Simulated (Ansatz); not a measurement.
Consider the formal exchange of groups at a C–C bond: `CCC(C)(CC)CC` + `CCC(C)C` → `CCCC(C)CC` + `CCC(C)CC`.

Program: Ansatz. Geometries: PBE0-D4/def2-TZVP. ΔE: electronic, gas phase. CCSD(T)/CBS is the MP2 limit (def2-TZVPP, def2-QZVPP) plus CCSD(T) − MP2 in def2-TZVPP, frozen cores. DFT in def2-TZVPP. B3LYP here is the variant with VWN-RPA as its local correlation; programs differ in this. Each species was taken in one conformer, which may not be the lowest.

`CCC(C)(CC)CC`:

```xyz
26

C    -1.039    0.563    2.333
C    -1.074   -0.330    1.104
C     0.154   -0.278    0.179
C     1.377   -0.810    0.922
C    -0.159   -1.191   -1.018
C     0.879   -1.240   -2.127
C     0.456    1.158   -0.273
C    -0.653    1.861   -1.037
H    -1.001    1.622    2.067
H    -1.936    0.414    2.938
H    -0.179    0.351    2.972
H    -1.205   -1.371    1.421
H    -1.966   -0.088    0.516
H     1.614   -0.193    1.792
H     1.211   -1.834    1.270
H     2.262   -0.811    0.282
H    -1.121   -0.889   -1.446
H    -0.317   -2.204   -0.629
H     1.003   -0.269   -2.613
H     1.859   -1.555   -1.760
H     0.578   -1.952   -2.899
H     1.363    1.142   -0.886
H     0.717    1.750    0.610
H    -0.911    1.333   -1.959
H    -1.565    1.950   -0.443
H    -0.347    2.872   -1.316
```

`CCC(C)C`:

Z-matrix (Å, degrees):
```
C
C 1 1.519
H 1 1.094 2 111.0
H 1 1.092 2 112.0 3 120.3
H 1 1.092 2 111.1 3 -119.7
C 2 1.527 1 114.7 3 -56.1
H 2 1.098 1 109.7 3 -178.7
H 2 1.096 1 109.1 3 65.7
C 6 1.522 2 112.3 1 -62.6
C 6 1.522 2 110.4 1 173.6
H 6 1.099 2 107.5 1 56.0
H 9 1.092 6 112.2 2 60.5
H 9 1.095 6 110.5 2 -59.9
H 9 1.093 6 111.0 2 -179.2
H 10 1.093 6 111.4 2 -177.8
H 10 1.095 6 110.6 2 62.5
H 10 1.093 6 111.4 2 -57.2
```

`CCCC(C)CC`:

```xyz
23

C    -3.014    0.264    1.385
C    -1.560   -0.170    1.316
C    -0.871    0.303    0.047
C     0.621   -0.008   -0.044
C     0.887   -1.507   -0.059
C     1.224    0.687   -1.263
C     2.738    0.602   -1.363
H    -3.103    1.354    1.354
H    -3.584   -0.135    0.541
H    -3.496   -0.083    2.303
H    -1.018    0.220    2.186
H    -1.507   -1.261    1.390
H    -1.006    1.388   -0.039
H    -1.378   -0.132   -0.825
H     1.103    0.414    0.850
H     0.488   -1.998    0.830
H     0.418   -1.970   -0.934
H     1.955   -1.728   -0.098
H     0.771    0.265   -2.169
H     0.927    1.741   -1.241
H     3.084   -0.425   -1.499
H     3.108    1.184   -2.210
H     3.213    0.995   -0.459
```

`CCC(C)CC`:

Z-matrix (Å, degrees):
```
C
C 1 1.521
H 1 1.093 2 111.8
H 1 1.092 2 110.6 3 -119.5
H 1 1.093 2 111.8 3 120.9
C 2 1.531 1 115.6 3 -60.0
H 2 1.096 1 109.0 3 177.6
H 2 1.096 1 109.0 3 62.3
C 6 1.528 2 111.8 1 -63.5
C 6 1.523 2 111.8 1 63.2
H 6 1.099 2 106.3 1 -179.8
C 9 1.520 6 114.2 2 -168.6
H 9 1.096 6 108.5 2 -46.8
H 9 1.096 6 109.4 2 68.6
H 10 1.092 6 111.6 2 170.8
H 10 1.094 6 111.4 2 -69.1
H 10 1.093 6 111.0 2 51.0
H 12 1.092 9 111.9 6 -64.0
H 12 1.093 9 111.2 6 176.0
H 12 1.094 9 111.0 6 56.2
```

CCSD(T)/CBS gives +7.5 kJ/mol.

(1) Another level gave -0.8 kJ/mol. Which?
A. HF/def2-TZVPP
B. B2PLYP/def2-TZVPP
C. ωB97M-V/def2-TZVPP
D. B3LYP/def2-TZVPP

Largest T1 diagnostic among the species: 0.009.

## Answers

(1) B. B2PLYP -0.8, HF/def2-TZVPP -13.6, ωB97M-V 7.4, B3LYP -9.1 kJ/mol.

The D4 term adds +12.1 kJ/mol with B3LYP and +6.9 kJ/mol with PBE0; it sums over pairs of atoms, weighted by their polarisabilities, and B3LYP, whose exchange is more repulsive, gets the larger term. In def2-TZVPP, CCSD(T) changes the Hartree–Fock value by +22.0 kJ/mol (the triples alone add +3.4 kJ/mol) and MP2 by +26.4 kJ/mol.

CCSD(T)/CBS has its own doubt, a few kJ/mol and more with outer-core shells, so smaller differences from it don't rank the levels.
